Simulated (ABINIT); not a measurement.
The system is Pb.

```xyz
1
Lattice="-1.9797 1.9797 1.9797 1.9797 -1.9797 1.9797 1.9797 1.9797 -1.9797" Properties=species:S:1:pos:R:3 pbc="T T T"
Pb    0.0000    0.0000    0.0000
```

This isn't the form of Pb at room conditions, which is fcc.

```yaml
Program: ABINIT 10.8.3 (patched build)
Task: relaxation of cell and atoms
Functional: PBEsol
Potentials_or_basis: JTH PAW PBE v2.0
Cutoff: 599 eV
k_mesh: 7 × 7 × 7
Occupations: fermi-dirac, width 0.05 eV
Spin: no spin polarisation
```

At the start: pressure -2.1 GPa; volume 31.03 Å³/atom.

Question: Where does the relaxation end?

Answer: Over 5 steps the energy falls by 9.9 meV/atom and the volume is 29.61 Å³/atom (-4.6 %); space group Im-3m (No. 229, to 0.05 Å).

Step by step:
```tsv
step	energy change (eV)	largest force (eV/Å)	pressure (GPa)	volume (Å³)
1	0.0000	0.0000	-2.13	31.03
2	-0.0025	0.0000	-1.86	30.83
3	-0.0099	0.0000	0.18	29.50
4	-0.0099	0.0000	-0.01	29.61
5	-0.0099	0.0000	0.00	29.61
```

Final structure:
```yaml
crystal:
  lattice:
    - [-1.94884, 1.94884, 1.94884]
    - [1.94884, -1.94884, 1.94884]
    - [1.94884, 1.94884, -1.94884]
  atoms:
    - { symbol: Pb, position: [0.00000, 0.00000, 0.00000] }
```

Caveat: the PAW data sets were made with another functional, which shifts forces and pressure a little.
